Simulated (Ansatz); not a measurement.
The cell is a 4-atom cell of BN started from a crystallographic database; cell and atoms were relaxed with r2SCAN+rVV10. The symmetry is P-6m2 (No. 187, hexagonal); a = 2.500 Å, c = 6.505 Å in the conventional setting, 8.80 Å³ an atom. B is surrounded by 3 N at 1.44 Å; N is surrounded by 3 B at 1.44 Å.

```yaml
crystal:
  lattice:
    - [2.50021, 0.00000, 0.00000]
    - [-1.25011, 2.16525, 0.00000]
    - [0.00000, 0.00000, 6.50530]
  atoms:
    - { symbol: B, position: [0.00000, 0.00000, 0.50000] }
    - { symbol: B, position: [0.33333, 0.66667, 0.00000] }
    - { symbol: N, position: [0.00000, 0.00000, 0.00000] }
    - { symbol: N, position: [0.66667, 0.33333, 0.50000] }
```

The questions ask for values computed with the plane-wave code Ansatz on this geometry. Spin-unpolarised throughout; all numbers are computed.

**Question.** What gap does r2SCAN give, and where are the band edges?

**Answer.** r2SCAN gives an indirect gap of 4.90 eV, from H to M; the least direct gap is 5.08 eV at K.

**Question.** Estimate the gap with r2SCANh on 9×9×4.

**Answer.** r2SCANh gives an indirect gap of 5.64 eV, from H to M; the least direct gap is 5.85 eV at K. The gap differs by +0.74 eV from r2SCAN's.

**Question.** Estimate the gap with DDH-PBE0 on 9×9×4.

**Answer.** With DDH-PBE0 the valence top lies at H and the conduction bottom at M, 6.34 eV higher; the smallest vertical gap, at K, is 6.53 eV. The share of exact exchange is 0.241. The gap differs by +1.44 eV from r2SCAN's.

**Question.** What do these levels agree on?

**Answer.** All these functionals give a gap of the same kind, indirect.

The meshes of the hybrids are coarse, so their gaps aren't converged to the digits shown.

PBE's own run along the path (4.36 eV) came before the search for the edges and missed one, so it isn't listed. Set aside, since their points miss a band edge that the other levels read or their mesh is too coarse: PBE0, LC-ωPBE.
